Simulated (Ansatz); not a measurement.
Given:

InN (wurtzite)

```
CELL_PARAMETERS angstrom
      3.53693     0.00000     0.00000
     -1.76847     3.06307     0.00000
      0.00000     0.00000     5.71356
ATOMIC_POSITIONS crystal
  In 0.66667 0.33333 0.00203
  In 0.33333 0.66667 0.50203
  N  0.66667 0.33333 0.62317
  N  0.33333 0.66667 0.12317
```

Two-dimensional scan of atom 1 (In, nearest neighbour N at 2.156 Å; its periodic images, 3.5 Å or more away, move with it): u runs along (1.000, 0.000, 0.000), v along (0.000, 0.000, 1.000) (Cartesian). Cell and other atoms are fixed.

Level of theory: PBEsol (plane waves to 420 eV, PAW, scalar-relativistic; Ansatz, a program for electronic structure). k mesh 9×9×5 (Γ-centred), Fermi-Dirac smearing 0.05 eV. The energy includes the smearing's −TS. With partly filled bands, energies and forces of such displacements shift with the k mesh and the smearing. At this level the bands of InN touch or barely overlap; measurements give the solid a gap. InN was relaxed with its symmetry unable to fall. ΔE is measured from the undisplaced structure. Axes are in Å.

The scan covers u from -0.320 to 0.320 Å in 5 points and v from -0.320 to 0.320 Å in 5 points.

### Question
In which direction of the plane is the atom held most weakly?

### Answer
Along u.

### Question
What are the two principal curvatures of the energy at the centre?

### Answer
10.3 and 14.8 eV/Å².

(For displaced atoms, the force is minus the slope of the energy, and its curvature is a force constant, which sets phonon frequencies.)
